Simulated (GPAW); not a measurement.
# BN (P6_3/mmc) in GPAW: equation of state

How stiff is BN in PBEsol, and what volume does it want? The cell is scaled to several volumes.

Program: GPAW 26.7.0. These are calculated values, not measurements. Logs are shortened: lines on timing, memory, paths and dates and some standing lists are left out, and cuts for length are marked. The log counts tension as positive stress, the text compression.

## (1) The crystal as given

The structure is hexagonal, space group P6_3/mmc (No. 194). Conventional cell: a = 2.498 Å, b = 2.498 Å, c = 6.636 Å, α = 90.00°, β = 90.00°, γ = 120.00°. Around N (site symmetry -6m2) lie 3 B at 1.44 Å. B (site symmetry -6m2) is surrounded by 3 N at 1.44 Å.

## (2) Equation of state, PBEsol

Contents of run.py:

```python
from ase import Atoms
from ase.eos import EquationOfState
from ase.io import Trajectory
from ase.units import GPa
from gpaw import GPAW, PW, setup_paths

setup_paths.insert(0, '.')

atoms = Atoms(['N', 'N', 'B', 'B'],
              cell=[[2.49824, 0.0, 0.0],
                    [-1.24912, 2.1635393048, 0.0],
                    [0.0, 0.0, 6.6357]],
              scaled_positions=[[0.6666666667, 0.3333333333, 0.25],
                                [0.3333333333, 0.6666666667, 0.75],
                                [0.6666666667, 0.3333333333, 0.75],
                                [0.3333333333, 0.6666666667, 0.25]],
              pbc=True)

traj = Trajectory('eos.traj', 'w')
volumes, energies = [], []
for x in [0.94, 0.96, 0.98, 1.0, 1.02, 1.04, 1.06]:
    a = atoms.copy()
    a.set_cell(atoms.cell * x**(1 / 3), scale_atoms=True)
    calc = GPAW(mode=PW(800),
                xc='PBEsol',
                kpts={'size': (12, 12, 4), 'gamma': True},
                occupations={'name': 'fermi-dirac', 'width': 0.05},
                nbands=18,
                convergence={'density': 1e-05, 'energy': 1e-05},
                maxiter=150,
                txt=f'eos-{x:.2f}.txt')
    a.calc = calc
    energies.append(a.get_potential_energy(force_consistent=True))
    volumes.append(a.get_volume())
    p = -a.get_stress()[:3].mean() / GPa
    calc.write(f'eos-{x:.2f}.gpw')
    traj.write(a)
    print(f'{x:.2f} {volumes[-1]:10.4f} A^3 {energies[-1]:14.6f} eV {p:9.3f} GPa', flush=True)

v0, e0, B = EquationOfState(volumes, energies, eos='birchmurnaghan').fit()
print(f'V0 = {v0:.4f} A^3, E0 = {e0:.6f} eV, B0 = {B / GPa:.2f} GPa')
```

Potentials or basis: PAW data sets generated in the run's folder for this functional, pw.

On the command line:

```
$ gpaw-setup -f PBEsol B N
$ OMP_NUM_THREADS=1 python run.py
```

What it wrote:

```text
__  _  _
 | _ |_)|_||  |
 |__||  | ||/\| - 26.7.0

Input parameters:
  mode=PW(ecut=800.0),
  convergence={'density': 1e-05, 'energy': 1e-05},
  kpts=MonkhorstPack(size=(12, 12, 4), gamma=True),
  maxiter=150,
  nbands=18,
  occupations=Occupations(name='fermi-dirac', width=0.05),
  xc=XC(name='PBEsol')

Diagonalizing LCAO Hamiltonian
Converting LCAO to pw mode

        N B

        B N

Atoms  # Å, Bohr magnetons
|   | symbol |         x |        y |        z |    initial magnetic moments |
|---|--------|-----------|----------|----------|-----------------------------|
| 0 |      N |  1.232238 | 0.711433 | 1.636504 | ( 0.0000,  0.0000,  0.0000) |
| 1 |      N | -0.000000 | 1.422866 | 4.909513 | ( 0.0000,  0.0000,  0.0000) |
| 2 |      B |  1.232238 | 0.711433 | 4.909513 | ( 0.0000,  0.0000,  0.0000) |
| 3 |      B | -0.000000 | 1.422866 | 1.636504 | ( 0.0000,  0.0000,  0.0000) |

Unit cell  # Å
| periodic |         x |        y |        z |  lengths |     angles |
|----------|-----------|----------|----------|----------|------------|
|      yes |  2.464476 | 0.000000 | 0.000000 | 2.464476 |  90.000000 |
|      yes | -1.232238 | 2.134299 | 0.000000 | 2.464476 |  90.000000 |
|      yes |  0.000000 | 0.000000 | 6.546017 | 6.546017 | 120.000000 |

Number of symmetries: 12
Symmetry operations  # r_c * U_cc + t_c -> r_c
|    | kind |            matrix            |
|----|------|------------------------------|
|  0 |  σ   |  1, 1, 0,  0,-1, 0,  0, 0, 1 |
|  1 |  S6  |  1, 1, 0, -1, 0, 0,  0, 0,-1 |
|  2 |  E   |  1, 0, 0,  0, 1, 0,  0, 0, 1 |
|  3 |  C2  |  1, 0, 0, -1,-1, 0,  0, 0,-1 |
|  4 |  C2  |  0, 1, 0,  1, 0, 0,  0, 0,-1 |
|  5 |  C3  |  0, 1, 0, -1,-1, 0,  0, 0, 1 |
|  6 |  S6  |  0,-1, 0,  1, 1, 0,  0, 0,-1 |
|  7 |  σ   |  0,-1, 0, -1, 0, 0,  0, 0, 1 |
|  8 |  σ   | -1, 0, 0,  1, 1, 0,  0, 0, 1 |
|  9 |  i   | -1, 0, 0,  0,-1, 0,  0, 0,-1 |
| 10 |  C3  | -1,-1, 0,  1, 0, 0,  0, 0, 1 |
| 11 |  C2  | -1,-1, 0,  0, 1, 0,  0, 0,-1 |

BZ-sampling:
  Number of BZ points: 576
  Number of IBZ points: 69

  Monkhorst-Pack size: [12, 12, 4]
  Monkhorst-Pack shift: [0.041666666666666664, 0.041666666666666664, 0.125]

K-points  # in reciprocal-cell coordinates
|     |                                coordinates |     weight |
|-----|--------------------------------------------|------------|
|   0 | ( -0.00000000,  -0.00000000,   0.00000000) | 0.00173611 |
|   1 | ( -0.00000000,  -0.00000000,   0.25000000) | 0.00347222 |
|   2 | ( -0.00000000,  -0.00000000,   0.50000000) | 0.00173611 |
|   3 | (  0.08333333,  -0.00000000,  -0.25000000) | 0.01041667 |
|   4 | (  0.08333333,  -0.00000000,   0.00000000) | 0.01041667 |
|   5 | (  0.08333333,  -0.00000000,   0.25000000) | 0.01041667 |
|   6 | (  0.08333333,  -0.00000000,   0.50000000) | 0.01041667 |
|   7 | (  0.16666667,  -0.08333333,   0.00000000) | 0.01041667 |
|   8 | (  0.16666667,  -0.08333333,   0.25000000) | 0.02083333 |
|   9 | (  0.16666667,  -0.08333333,   0.50000000) | 0.01041667 |
| ... |                                            |            |
|  68 | (  0.50000000,   0.50000000,   0.50000000) | 0.00520833 |

Plane wave coefficients: 1794
Cutoff: 800.0 eV

Spin-components: 1 (collinear spins)
Bands:           18
Projectors:      20
Spin-degeneracy: 2
Datatype:        complex128

Parallelization:
  kpt:    1
  domain: 1
  band:   1

Density:
  Valence electrons: 16.0
  Components: 1
  Grid points: [18 18 45]
  Charge: 0.0  # |e|

Potential:
  Grid points: [18 18 45]

species:
  N:
    name:    Nitrogen
    Z:       7.0
    valence: 5
    core:    2
    charge:  0.0  # [|e|]
    compensation charges:
      type: gauss
      rc: 0.18  # [Å]
      lmax: 2
    cutoffs:
      filter: 1.11  # [Å]
      core: 0.96  # [Å]
    projectors
    | kind |    occ | energy [eV] | rcut [Å] |
    |------|--------|-------------|----------|
    |   2s |  2.000 |     -18.455 |    0.603 |
    |   2p |  3.000 |      -7.035 |    0.529 |
    |    s |        |       8.756 |    0.603 |
    |    p |        |      20.177 |    0.529 |
    |    d |        |       0.000 |    0.577 |

    Using partial waves for N as LCAO basis

  B:
    name:    Boron
    Z:       5.0
    valence: 3
    core:    2
    charge:  0.0  # [|e|]
    compensation charges:
      type: gauss
      rc: 0.20  # [Å]
      lmax: 2
    cutoffs:
      filter: 1.14  # [Å]
      core: 1.42  # [Å]
    projectors
    | kind |    occ | energy [eV] | rcut [Å] |
    |------|--------|-------------|----------|
    |   2s |  2.000 |      -9.361 |    0.635 |
    |   2p |  1.000 |      -3.555 |    0.635 |
    |    s |        |      17.850 |    0.635 |
    |    p |        |      23.657 |    0.635 |
    |    d |        |       0.000 |    0.635 |

    Using partial waves for B as LCAO basis

Reference energy: -4283.654871  # eV

eigensolver:
  PPCG
  Converge bands: occupied
  niter=2

density mixing:
  MSR1-Mixer
  Pratt-step length: 0.05
  Maximum mixing coefficient: 0.75
  Old densities: 10
  SVD Regularization: 0.005
  Good broyden scale: 1.0
  Trust region scale: 1.0
  Backstep threshold: 4.0
  History deletion threshold: 6.0
  Fourier metric: weight=20.0, sigma=0.015

occupation numbers:
  Fermi-Dirac:
    width: 0.0500  # eV

poisson solver:
  ecut: 6400.0  # eV

xc functional:
  name: PBEsol with 2 nearest neighbor stencil

convergence criteria:
- Maximum integral of absolute [dens]ity change: 1e-05 electrons / valence electron
- Maximum [total energy] change in last 3 cyles: 1e-05 eV / valence electron
- Maximum integral of absolute [eigenst]ate change: 4e-08 eV^2 / valence electron
maximum number of iterations: 150

SCF iterations
|iter     | |      energy | eigst |  dens |
|---------|-|-------------|-------|-------|
|iter:   1| |  -40.151649 | +0.50 |       |
|iter:   2| |  -39.478572 | -1.33 | -0.64 |
|iter:   3| |  -36.774206 | -0.81 | -0.68 |
|iter:   4| |  -36.714575 | -2.21 | -1.33 |
|iter:   5| |  -36.710900 | -3.06 | -1.73 |
|iter:   6| |  -36.711104 | -4.43 | -2.33 |
|iter:   7| |  -36.711106 | -6.07 | -3.46 |
|iter:   8| |  -36.711106c| -7.46c| -4.05 |
|iter:   9| |  -36.711106c| -8.29c| -4.49 |
|iter:  10| |  -36.711106c| -9.05c| -5.40c|

Converged in 10 steps
Energy contributions relative to reference atoms: (reference = -4283.654871)

Energy contributions:
  Kinetic:          45.091927
  Coulomb:         -43.533553
  Zero:              0.202365
  External:          0.000000
  Xc:              -38.471846
  Entropy:          -0.000000
  Spinorbit:         0.000000
  ----------------------------
  Free energy:     -36.711106
  Extrapolated:    -36.711106

dipole moment: (0.000001, 0.000002, 0.000006)  # |e|*Ang

Fermi level: 5.363
Eigenvalues  # (at kpt = [-0.000, -0.000, 0.000])
| band index |      eig [eV] | occ [0-2] |
|------------|---------------|-----------|
|          0 |       -13.710 |     2.000 |
|          1 |       -13.377 |     2.000 |
|          2 |        -2.250 |     2.000 |
|          3 |         0.049 |     2.000 |
|          4 |         3.093 |     2.000 |
|          5 |         3.093 |     2.000 |
[... 8 lines left out ...]
|         14 |        17.456 |     0.000 |
|         15 |        17.927 |     0.000 |
|        ... |               |           |
|         17 |        21.494 |     0.000 |

Gap: 4.227 eV
Transition (v -> c):
  (s=0, k=35, n=7, [0.33, 0.33, 0.50]) -> (s=0, k=66, n=8, [0.50, 0.50, 0.00])
Direct/indirect transitions are different
Direct gap: 4.676 eV
Transition at: (s=0, k=66, n=7, [0.50, 0.50, 0.00])

Stress tensor  # eV/Ang^3
|         x |         y |         z |
|-----------|-----------|-----------|
| -0.114485 | -0.000000 |  0.000000 |
| -0.000000 | -0.114485 |  0.000000 |
|  0.000000 |  0.000000 | -0.002469 |

# Writing to eos-0.96.gpw (mode='')
```

Run time: 5.4 min. Hardware: 1 thread of Arm Neoverse V1, shared host; peak memory 0.39 GiB.

Results:

- Equilibrium volume: 9.05 Å³/atom
- Bulk modulus at fixed shape and positions: 242 GPa
- Pressure derivative of the bulk modulus: 3.6

Energy against volume, from the lowest point:
| volume (Å³/atom) | energy (meV/atom) |
| --- | --- |
| 8.429 | 35.79 |
| 8.608 | 17.31 |
| 8.787 | 5.55 |
| 8.967 | 0.00 |
| 9.146 | 0.05 |
| 9.325 | 5.19 |
| 9.505 | 15.08 |

Caveat: the cell was scaled at fixed shape and fractional positions, which overstates the stiffness of a crystal with free parameters, most of all of layers and chains; this functional lacks dispersion, which binds the layers, so the pressure and a relaxed spacing across them are unreliable.
